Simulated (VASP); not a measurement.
# PbS (Pm-3m) in VASP: elastic constants with PBEsol

Aim: the elastic constants of PbS with PBEsol.

All numbers are computed with VASP 6.6.1; they aren't measurements. Logs are shortened: lines on timing, memory, paths and dates and some standing lists are left out, and cuts for length are marked.

## (1) Starting point

Symmetry: Pm-3m, No. 221, cubic system. The conventional cell has a = 3.579 Å, b = 3.579 Å, c = 3.579 Å, α = 90.00°, β = 90.00°, γ = 90.00°. Pb (site symmetry m-3m) is surrounded by 8 S at 3.10 Å. Around S (site symmetry m-3m) lie 8 Pb at 3.10 Å.

Measurements of this composition are mostly on another form, of space group No. 225.

## (2) Elastic constants, PBEsol

The input, INCAR:

```
SYSTEM = PbS
ALGO     = Fast           ! electronic algorithm
EDIFF    = 1E-8           ! SCF threshold, eV
ENCUT    = 600            ! plane-wave cutoff, eV
GGA      = PS             ! functional
IBRION   = 6              ! ionic algorithm
ISIF     = 3              ! what is computed and relaxed
ISMEAR   = 0              ! smearing method
LASPH    = .TRUE.         ! aspherical terms in the spheres
LCHARG   = .TRUE.         ! write CHGCAR
LREAL    = .FALSE.        ! projectors in reciprocal space
LWAVE    = .FALSE.        ! write WAVECAR
NBANDS   = 17             ! bands
NELM     = 100            ! most SCF steps
NFREE    = 2            
NSW      = 1              ! ionic steps
POTIM    = 0.015          ! step
PREC     = Accurate       ! precision mode
SIGMA    = 0.05           ! smearing width, eV
```

The input, KPOINTS:

```
k-points
0
G
  8 8 8
  0 0 0
```

The input, POSCAR:

```
PbS
1.0
    3.5790186812      0.0000000000      0.0000000000
    0.0000000000      3.5790186812      0.0000000000
    0.0000000000      0.0000000000      3.5790186812
Pb S
1 1
Direct
    0.0000000000      0.0000000000      0.0000000000
    0.5000000000      0.5000000000      0.5000000000
```

Potentials or basis: VASP PAW PBE potentials, release 64 (Pb_d, S).

Command:

```console
cat potpaw_PBE.64/Pb_d/POTCAR potpaw_PBE.64/S/POTCAR > POTCAR
mpirun -np 1 vasp_std > vasp.out
```

OUTCAR:

```text
SYSTEM = PbS
   EDIFF = 1E-8
   ENCUT = 600
   GGA = PS
   IBRION = 6
   ISIF = 3
   ISMEAR = 0
   LASPH = .TRUE.
   LREAL = .FALSE.
   NELM = 100
   NFREE = 2
   NSW = 1
   POTIM = 0.015
   PREC = Accurate

 ion  position               nearest neighbor table
   1  0.000  0.000  0.000-   2 3.10   2 3.10   2 3.10   2 3.10   2 3.10   2 3.10   2 3.10   2 3.10

   2  0.500  0.500  0.500-   1 3.10   1 3.10   1 3.10   1 3.10   1 3.10   1 3.10   1 3.10   1 3.10

  LATTYP: Found a simple cubic cell.
 ALAT       =     3.5790186812

  Lattice vectors:

 A1 = (   3.5790186812,   0.0000000000,   0.0000000000)
 A2 = (   0.0000000000,   3.5790186812,   0.0000000000)
 A3 = (   0.0000000000,   0.0000000000,   3.5790186812)

Analysis of symmetry for initial positions (statically):
=====================================================================
 Subroutine PRICEL returns:
 Original cell was already a primitive cell.

 Routine SETGRP: Setting up the symmetry group for a
 simple cubic supercell.

 Subroutine GETGRP returns: Found 48 space group operations
 (whereof 48 operations were pure point group operations)
 out of a pool of 48 trial point group operations.

The static configuration has the point symmetry O_h .

Analysis of symmetry for dynamics (positions and initial velocities):
=====================================================================
 Subroutine PRICEL returns:
 Original cell was already a primitive cell.

 Routine SETGRP: Setting up the symmetry group for a
 simple cubic supercell.

 Subroutine GETGRP returns: Found 48 space group operations
 (whereof 48 operations were pure point group operations)
 out of a pool of 48 trial point group operations.

The dynamic configuration has the point symmetry O_h .

 Subroutine INISYM returns: Found 48 space group operations
 (whereof 48 operations are pure point group operations),
 and found     1 'primitive' translations

----------------------------------------------------------------------------------------

                                     Primitive cell

  volume of cell :      45.8450

  direct lattice vectors                    reciprocal lattice vectors
     3.579018681  0.000000000  0.000000000     0.279406197  0.000000000  0.000000000
     0.000000000  3.579018681  0.000000000     0.000000000  0.279406197  0.000000000
     0.000000000  0.000000000  3.579018681     0.000000000  0.000000000  0.279406197

  length of vectors
     3.579018681  3.579018681  3.579018681     0.279406197  0.279406197  0.279406197

  position of ions in fractional coordinates (direct lattice)
     0.000000000  0.000000000  0.000000000
     0.500000000  0.500000000  0.500000000

  ion indices of the primitive-cell ions
   primitive index   ion index
                 1           1
                 2           2

----------------------------------------------------------------------------------------

 KPOINTS: k-points

Automatic generation of k-mesh.
 Grid dimensions read from file:
 generate k-points for:    8    8    8

 Generating k-lattice:

  Cartesian coordinates                     Fractional coordinates (reciprocal lattice)
     0.034925775  0.000000000  0.000000000     0.125000000  0.000000000  0.000000000
[... 101 lines left out ...]

 number of electron      20.0000004 magnetization

 Free energy of the ion-electron system (eV)
  ---------------------------------------------------
  ext. energy  EPLUGINS =         0.00000000
  ---------------------------------------------------
  free energy    TOTEN  =        -9.02343223 eV

  energy without entropy =       -9.02193682  energy(sigma->0) =       -9.02268452

------------------------ aborting loop because EDIFF is reached ----------------------------------------

  FORCE on cell =-STRESS in cart. coord.  units (eV):
  Direction    XX          YY          ZZ          XY          YZ          ZX
  --------------------------------------------------------------------------------------
  -------------------------------------------------------------------------------------
  Total        0.0057608      0.0057608      0.0057608      0.0000000     -0.0000000     -0.0000000
  in kB        0.2013257      0.2013257      0.2013257      0.0000000     -0.0000000     -0.0000000
  external PRESSURE =       0.2013257 kB  Pullay stress =       0.0000000 kB
[... 89 lines left out ...]
  FREE ENERGIE OF THE ION-ELECTRON SYSTEM (eV)
  ---------------------------------------------------
  free  energy   TOTEN  =        -9.0190949409 eV

  energy  without entropy=       -9.0176375432  energy(sigma->0) =       -9.01836624

[... ionic steps 4 to 14 ...]

--------------------------------------- Ionic step       15  -------------------------------------------

 number of electron      20.0000001 magnetization

------------------------ aborting loop because EDIFF is reached ----------------------------------------
[... 67 lines left out ...]
--------------------------------------- Ionic step       17  -------------------------------------------

 number of electron      20.0000005 magnetization

 Free energy of the ion-electron system (eV)
  ---------------------------------------------------
  ext. energy  EPLUGINS =         0.00000000
  ---------------------------------------------------
  free energy    TOTEN  =        -9.02351663 eV

  energy without entropy =       -9.02200387  energy(sigma->0) =       -9.02276025

 E-fermi :   6.7153     XC(G=0): -10.6533

 val. band max:        6.4460027538   @ k =   0.5000   0.3750   0.3750
 cond. band min:       6.7186971391   @ k =   0.1250   0.2500   0.1250
 fundamental gap:      0.2726943853
 Fermi energy:         6.7152946867

 k-point     1 :       0.0000    0.0000    0.0000
  band No.  band energies     occupation
      1     -10.1049      2.00000
      2     -10.1048      2.00000
      3      -9.8486      2.00000
      4      -9.8486      2.00000
      5      -9.8485      2.00000
      6      -6.8938      2.00000
[... 457 lines left out ...]
      4      -9.9136      2.00000
      5      -9.8047      2.00000
      6      -4.5961      2.00000
[... 9 lines left out ...]
     16      17.2093      0.00000
     17      19.5340      0.00000

 [... further k-points ...]
[... 5 lines left out ...]
  --------------------------------------------------------------------------------------
  -------------------------------------------------------------------------------------
  Total        0.0066731      0.0055488      0.0055488      0.0000000      0.0000000     -0.0000000
  in kB        0.2332111      0.1939177      0.1939177      0.0000000      0.0000000     -0.0000000
  external PRESSURE =       0.2070155 kB  Pullay stress =       0.0000000 kB
[... 17 lines left out ...]
  FREE ENERGIE OF THE ION-ELECTRON SYSTEM (eV)
  ---------------------------------------------------
  free  energy   TOTEN  =        -9.0235166271 eV

  energy  without entropy=       -9.0220038686  energy(sigma->0) =       -9.02276025

 INTERNAL STRAIN TENSORS FROM STRAINED CELLS
 ============================================

 INTERNAL STRAIN TENSOR FOR ION    1 for displacements in x,y,z  (eV/Angst):
          X           Y           Z          XY          YZ          ZX
  --------------------------------------------------------------------------------
  x     0.00000     0.00000     0.00000     0.00000     0.00000    -0.00000
  y     0.00000     0.00000     0.00000     0.00000     0.00000     0.00000
  z     0.00000     0.00000     0.00000     0.00000     0.00000     0.00000

 INTERNAL STRAIN TENSORS FROM DISPLACED ATOMS
 ============================================

 INTERNAL STRAIN TENSOR FOR ION    1 for displacements in x,y,z  (eV/Angst):
          X           Y           Z          XY          YZ          ZX
  --------------------------------------------------------------------------------
  x     0.00000     0.00000     0.00000     0.00000     0.00000     0.00000
  y     0.00000     0.00000     0.00000     0.00000     0.00000     0.00000
  z     0.00000     0.00000     0.00000     0.00000     0.00000     0.00000

 INTERNAL STRAIN TENSOR FOR ION    2 for displacements in x,y,z  (eV/Angst):
          X           Y           Z          XY          YZ          ZX
  --------------------------------------------------------------------------------
  x     0.00000     0.00000     0.00000     0.00000     0.00000     0.00000
  y     0.00000     0.00000     0.00000     0.00000     0.00000     0.00000
  z     0.00000     0.00000     0.00000     0.00000     0.00000     0.00000

 Eigenvectors and eigenvalues of the dynamical matrix
 ----------------------------------------------------

   1 f  =    0.016579 THz     0.104166 2PiTHz    0.553002 cm-1     0.068564 meV
             X         Y         Z           dx          dy          dz
      0.000000  0.000000  0.000000     0.000000    0.000000   -0.932912
      1.789509  1.789509  1.789509     0.000000    0.000000   -0.360103
[... 21 lines left out ...]
   6 f/i=    2.582416 THz    16.225799 2PiTHz   86.140129 cm-1    10.680010 meV
             X         Y         Z           dx          dy          dz
      0.000000  0.000000  0.000000     0.360103   -0.000000    0.000000
      1.789509  1.789509  1.789509    -0.932912   -0.000000    0.000000

--------------------------------------------------------------------------------------------------------

 ELASTIC MODULI CONTR FROM IONIC RELAXATION (kBar)
 Direction    XX          YY          ZZ          XY          YZ          ZX
 --------------------------------------------------------------------------------
 XX           0.0000      0.0000      0.0000      0.0000      0.0000      0.0000
 YY           0.0000      0.0000      0.0000      0.0000      0.0000      0.0000
 ZZ           0.0000      0.0000      0.0000      0.0000      0.0000      0.0000
 XY           0.0000      0.0000      0.0000      0.0000      0.0000      0.0000
 YZ           0.0000      0.0000      0.0000      0.0000      0.0000      0.0000
 ZX           0.0000      0.0000      0.0000      0.0000      0.0000      0.0000
 --------------------------------------------------------------------------------

 TOTAL ELASTIC MODULI (kBar)
 Direction    XX          YY          ZZ          XY          YZ          ZX
 --------------------------------------------------------------------------------
 XX        1300.7624    336.6453    336.6453     -0.0000     -0.0000      0.0000
 YY         336.6453   1300.7624    336.6453     -0.0000      0.0000      0.0000
 ZZ         336.6453    336.6453   1300.7624     -0.0000      0.0000      0.0000
 XY          -0.0000     -0.0000     -0.0000     69.6246      0.0000      0.0000
 YZ          -0.0000      0.0000      0.0000      0.0000     69.6246      0.0000
 ZX           0.0000      0.0000      0.0000      0.0000      0.0000     69.6246
 --------------------------------------------------------------------------------
```

Wall time 17 min (1 thread of Intel Xeon Platinum 8488C (Sapphire Rapids), shared host); peak memory 0.38 GiB.

Results:

```
Elastic constants C11, C12, C44                         : 130, 34, 7 GPa
Voigt bulk modulus                                      : 66 GPa
Highest phonon frequency at Γ, LO-TO splitting left out : 1 cm⁻¹
Most unstable mode                                      : 86i cm⁻¹
```

Phonon frequencies in cm⁻¹ (negative: imaginary):
| q point | frequencies |
| --- | --- |
| (0.000, 0.000, 0.000) | -86 -86 -86 1 1 1 |

Elastic tensor in Voigt notation (GPa, in the Cartesian axes of the cell as first typed):
```
130  34  34   0   0   0
 34 130  34   0   0   0
 34  34 130   0   0   0
  0   0   0   7   0   0
  0   0   0   0   7   0
  0   0   0   0   0   7
```

Clamped-ion elastic tensor (GPa):
```
130  34  34   0   0   0
 34 130  34   0   0   0
 34  34 130   0   0   0
  0   0   0   7   0   0
  0   0   0   0   7   0
  0   0   0   0   0   7
```

Caveat: some modes are imaginary; the PAW data sets were made with another functional, which shifts forces and pressure a little.
